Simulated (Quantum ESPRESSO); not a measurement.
# K: changing the strain (εxx = s, εyy = s)

```
K
1.0
    -2.69756    2.69756    2.69756
     2.69756   -2.69756    2.69756
     2.69756    2.69756   -2.69756
K
1
Direct
  0.00000 0.00000 0.00000
```

Kept alike: task single point; functional PBE; k mesh 7 × 7 × 7; occupations fermi-dirac, width 0.05 eV; no spin polarisation. Program: Quantum ESPRESSO, SSSP 1.3 efficiency PBE, cutoff 816 eV. The mesh is that of the run's cell of 1 atom. No spin-orbit coupling.

```csv
s,free energy over the lowest row (meV/atom)
-0.01,0.00
0,1.71
0.01,3.97
```

The cell shown is the unstrained one; x, y and z are its Cartesian axes; atoms keep their fractions. For a metal such a mesh leaves the last digits unconverged.

The free energy rises from 0.00 to 3.97 meV/atom between -0.01 and 0.01.
